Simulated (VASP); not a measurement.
# Ag in VASP: relaxation of the atoms with PBE+D3(BJ)

Aim: the relaxation of the atoms of Ag with PBE+D3(BJ).

Program: VASP 6.6.1. These are calculated values, not measurements. Logs are shortened: lines on timing, memory, paths and dates and some standing lists are left out, and cuts for length are marked.

### 1 The slab as given

The cell holds a slab with vacuum, 4 atoms: a = 2.975 Å, b = 2.975 Å, c = 29.036 Å, α = 90.00°, β = 90.00°, γ = 120.00°.

The cell was built by a generator and needn't be a form met in nature.

### 2 Relaxation of the atoms, PBE+D3(BJ)

INCAR reads:

```
SYSTEM = Ag
  PREC = Accurate
  ENCUT = 520
  EDIFF = 1E-7
  ISMEAR = 1
  SIGMA = 0.1
  LREAL = .FALSE.
  LASPH = .TRUE.
  NELM = 120
  ALGO = Fast
  ISIF = 2
  LWAVE = .FALSE.
  LCHARG = .FALSE.
  LDIPOL = .TRUE.
  IDIPOL = 3
  DIPOL = 0.5 0.5 0.500
  GGA = PE
  IVDW = 12
  IBRION = 2
  NSW = 90
  EDIFFG = -0.02
  KPAR = 2
```

KPOINTS reads:

```
Automatic mesh
0
G
  13 13 1
  0 0 0
```

POSCAR reads:

```
Ag
1.0
    2.9749537400      0.0000000000      0.0000000000
   -1.4874769200      2.5763856000      0.0000000000
    0.0000000000      0.0000000000     29.0359352800
Ag
4
Direct
    0.0000000000      0.0000000000      0.3837845200
    0.6666670000      0.3333330000      0.4612592000
    0.3333330000      0.6666670000      0.5387408000
    1.0000000000      0.0000000000      0.6162154800
```

Potentials or basis: VASP PAW PBE potentials, release 64 (Ag).

The run is started by

```sh
cat potpaw_PBE.64/Ag/POTCAR > POTCAR
mpirun -np 2 vasp_std > vasp.out
```

OUTCAR:

```text
SYSTEM = Ag
   PREC = Accurate
   ENCUT = 520
   EDIFF = 1E-7
   ISMEAR = 1
   LREAL = .FALSE.
   LASPH = .TRUE.
   NELM = 120
   ISIF = 2
   GGA = PE
   IVDW = 12
   IBRION = 2
   NSW = 90
   EDIFFG = -0.02
 IVDW          = 12

 ion  position               nearest neighbor table
   1  0.000  0.000  0.384-   2 2.83   2 2.83   2 2.83
   2  0.667  0.333  0.461-   1 2.83   1 2.83   1 2.83   3 2.83   3 2.83   3 2.83
   3  0.333  0.667  0.539-   4 2.83   4 2.83   4 2.83   2 2.83   2 2.83   2 2.83
   4  0.000  0.000  0.616-   3 2.83   3 2.83   3 2.83

  LATTYP: Found a hexagonal cell.
 ALAT       =     2.9749537400
 C/A-ratio  =     9.7601300113

  Lattice vectors:

 A1 = (   2.9749537400,   0.0000000000,   0.0000000000)
 A2 = (  -1.4874769200,   2.5763856000,   0.0000000000)
 A3 = (   0.0000000000,   0.0000000000,  29.0359352800)

Analysis of symmetry for initial positions (statically):
=====================================================================
 Subroutine PRICEL returns:
 Original cell was already a primitive cell.

 Routine SETGRP: Setting up the symmetry group for a
 hexagonal supercell.

 Subroutine GETGRP returns: Found 12 space group operations
 (whereof 12 operations were pure point group operations)
 out of a pool of 24 trial point group operations.

The static configuration has the point symmetry D_3d.

Analysis of symmetry for dynamics (positions and initial velocities):
=====================================================================
 Subroutine PRICEL returns:
 Original cell was already a primitive cell.

 Routine SETGRP: Setting up the symmetry group for a
 hexagonal supercell.

 Subroutine GETGRP returns: Found 12 space group operations
 (whereof 12 operations were pure point group operations)
 out of a pool of 24 trial point group operations.

The dynamic configuration has the point symmetry D_3d.

 Subroutine INISYM returns: Found 12 space group operations
 (whereof 12 operations are pure point group operations),
 and found     1 'primitive' translations

----------------------------------------------------------------------------------------

                                     Primitive cell

  volume of cell :     222.5496

  direct lattice vectors                    reciprocal lattice vectors
[... 96 lines left out ...]
   TEBEG  =    0.0;   TEEND  =   0.0 temperature during run
   PSTRESS=    0.0 pullay stress
   NELECT =      44.0000    total number of electrons
   NUPDOWN=      -1.0000    fix difference up-down
   EMIN   =  10.00;   EMAX   =-10.00  energy-range for DOS
   EFERMI =   0.00;   METHOD = LEGACY
   ISMEAR =     1;   SIGMA  =   0.10  broadening in eV -4-tet -1-fermi 0-gaus
   EFERMI_NEDOS =   21; number of points for ismear=-14 and -15
   IALGO  =     68    algorithm
   IMIX   =      4    mixing-type and parameters
     AMIX     =   0.40;   BMIX     =  1.00
     AMIX_MAG =   1.60;   BMIX_MAG =  1.00
  volume/ion in A,a.u.               =      55.64       375.46
  Fermi-wavevector in a.u.,A,eV,Ry     =   0.953711  1.802252 12.375377  0.909565
  Thomas-Fermi vector in A             =   2.082391
   LORBIT       =      0    0 simple, 1 ext, 2 COOP (PROOUT), +10 PAW based schemes
   GGA     = PE    functional components
   LHFCALC =     F    Hartree Fock is set to
   AEXX    =    0.0000 exact exchange contribution
   IVDW    =    12    specifies the selected vdW correction
   LEPSILON=     F    determine dielectric tensor
   LRPA    =     F    only Hartree local field effects (RPA)
 conjugate gradient relaxation of ions
 non-spin polarized calculation
 RMM-DIIS sequential band-by-band and
 Methfessel and Paxton  Order N= 1 SIGMA  =   0.10
  energy-cutoff  :      520.00
  volume of cell :      222.55
 maximum number of plane-waves:      6107
 NGX is ok and might be reduce to    24
   NGX = 11   NGY = 11   NGZ =107

--------------------------------------- Ionic step        1  -------------------------------------------

 number of electron      43.9999997 magnetization

 Free energy of the ion-electron system (eV)
  ---------------------------------------------------
  ext. energy  EPLUGINS =         0.00000000
  ---------------------------------------------------
  free energy    TOTEN  =       -10.07808111 eV

  energy without entropy =      -10.07827098  energy(sigma->0) =      -10.07814440

------------------------ aborting loop because EDIFF is reached ----------------------------------------

 Edisp (eV)   -1.74313

 E8    (eV) :    -0.7899
[... 243 lines left out ...]
--------------------------------------- Ionic step        7  -------------------------------------------

 number of electron      44.0000001 magnetization

 dipolmoment           0.000000      0.000000     -0.000000 electrons x Angstroem

------------------------ aborting loop because EDIFF is reached ----------------------------------------

 Edisp (eV)   -1.71293

 E8    (eV) :    -0.7753
[... 33 lines left out ...]
--------------------------------------- Ionic step        8  -------------------------------------------

 number of electron      44.0000002 magnetization

 dipolmoment           0.000000      0.000000      0.000000 electrons x Angstroem

 Free energy of the ion-electron system (eV)
  ---------------------------------------------------
  ext. energy  EPLUGINS =         0.00000000
  ---------------------------------------------------
  free energy    TOTEN  =       -10.12807001 eV

  energy without entropy =      -10.12822235  energy(sigma->0) =      -10.12812079

 E-fermi :  -0.4879     XC(G=0):  -4.4023

 val. band max:       -0.5864640074   @ k =   0.2308   0.1538   0.0000
 cond. band min:      -0.4745056036   @ k =   0.1538  -0.0000   0.0000
 fundamental gap:      0.1119584038
 Fermi energy:        -0.4878757723

 k-point     1 :       0.0000    0.0000    0.0000
  band No.  band energies     occupation
      1      -7.6711      2.00000
      2      -6.7434      2.00000
      3      -6.4356      2.00000
      4      -6.2434      2.00000
      5      -5.2460      2.00000
      6      -5.2460      2.00000
[... 598 lines left out ...]
     25       3.6865      0.00000
     26       4.3074      0.00000

------------------------ aborting loop because EDIFF is reached ----------------------------------------

 vacuum level on the upper side and lower side of the slab       (xc-potential included)        -0.015        -0.015

 Edisp (eV)   -1.71236

 E8    (eV) :    -0.7751

  FORCE on cell =-STRESS in cart. coord.  units (eV):
  Direction    XX          YY          ZZ          XY          YZ          ZX
  --------------------------------------------------------------------------------------
  -------------------------------------------------------------------------------------
  Total      -3.31171    -3.31171    -0.08299     0.00000    -0.00000    -0.00000
  in kB     -23.84162   -23.84163    -0.59747     0.00000    -0.00000    -0.00000
  external pressure =      -16.09 kB  Pullay stress =        0.00 kB
[... 19 lines left out ...]
  FREE ENERGIE OF THE ION-ELECTRON SYSTEM (eV)
  ---------------------------------------------------
  free  energy   TOTEN  =       -11.8404305512 eV

  energy  without entropy=      -11.8405828936  energy(sigma->0) =      -11.84048133

 reached required accuracy - stopping structural energy minimisation

 vacuum level on the upper side and lower side of the slab         3.965         3.965
```

It took 4.5 min on 2 MPI ranks of Intel Xeon Platinum 8488C (Sapphire Rapids), shared host; peak memory 0.4 GiB.

What came out:

| Quantity | Value |
| --- | --- |
| Free energy | -11.8404 eV |
| Energy gained by relaxing | 4.8 meV/atom |
| Ionic steps | 8 |
| Largest force after relaxing | 0.012 eV/Å |
| Band gap on the k mesh | none (metal or under the smearing width) |
| Dispersion energy per atom | -0.428 eV |

Forces on the atoms (eV/Å):
```
Ag   0.000  0.000  0.011
Ag   0.000  0.000 -0.012
Ag   0.000  0.000  0.012
Ag   0.000  0.000 -0.011
```

Step by step:
| step | energy change (eV) | largest force (eV/Å) | pressure (GPa) |
| --- | --- | --- | --- |
| 1 | 0.0000 | 0.2205 | -0.93 |
| 2 | -0.0043 | 0.1804 | -1.02 |
| 3 | -0.0122 | 0.1490 | -1.27 |
| 4 | -0.0075 | 0.3301 | -1.69 |
| 5 | -0.0137 | 0.2133 | -1.42 |
| 6 | -0.0174 | 0.1213 | -1.50 |
| 7 | -0.0192 | 0.0211 | -1.60 |
| 8 | -0.0192 | 0.0121 | -1.61 |

Final structure:
```
Ag
1.0
     2.97495    0.00000    0.00000
    -1.48748    2.57639    0.00000
     0.00000    0.00000   29.03594
Ag
4
Direct
  0.00000 0.00000 0.38073
  0.66667 0.33333 0.46031
  0.33333 0.66667 0.53969
  0.00000 0.00000 0.61927
```

Levels at points of the mesh, in eV from the Fermi level:
```tsv
k point	band 19	band 20	band 21	band 22	band 23	band 24	band 25	band 26
(0.00, 0.00, 0.00)	-3.26	-3.26	-3.15	-3.02	-3.02	-0.74	0.55	4.09
```
